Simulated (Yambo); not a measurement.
**AlN in Yambo: convergence with bands in self energy**

Crystal: AlN.

```
Al N
1.0
     0.00000    2.18399    2.18399
     2.18399    0.00000    2.18399
     2.18399    2.18399    0.00000
Al N
1 1
Direct
  0.00000 0.00000 0.00000
  0.25000 0.25000 0.25000
```

Measurements of this composition are mostly on another form, of space group No. 186.

```yaml
Program: Yambo 5.3.0
Task: G0W0 quasiparticle levels
Functional: PBE
Potentials_or_basis: PseudoDojo 0.4.1 SR PBE standard
Cutoff: 1143 eV
Density_cutoff: 4572 eV
k_mesh: 8 × 8 × 8
Occupations: fixed
Spin: no spin polarisation
k_mesh_of_the_self-consistent_run: 10 × 10 × 10
Random_integration_of_the_Coulomb_term: yes
Direction_of_the_field_or_of_q_to_0: x + y + z
Broadening: 0.1 eV
States_corrected: Γ and the k points of the band edges
Frequency_dependence_of_W: plasmon pole
Terminator_of_the_band_sum_in_the_self-energy: none
Quasiparticle_equation: linearised (Newton)
Imaginary_frequency_of_the_plasmon-pole_fit: 27.2114 eV
Bands_in_the_response: 304
Bands_in_the_self-energy: 24
Cutoff_of_the_response_matrix: 15 Ry
Cutoff_of_exchange_and_Vxc: 84 Ry
Bands_corrected_first_last: "[4, 5]"
```

These are the settings of the first run; the series varies bands in self energy, with any setting tied to it.

| bands in self energy | quasiparticle gap at the points computed (eV) |
| --- | --- |
| 24 | 4.227 |
| 44 | 4.394 |
| 84 | 4.527 |
| 304 | 4.629 |

Not settled before the last step: the quasiparticle gap at the points computed (to 0.05 eV). The tightest run that finished is the yardstick and may itself not be fully converged.

Caveat, for the tightest run too: this version prints the column dSc/dw multiplied by 27.2.
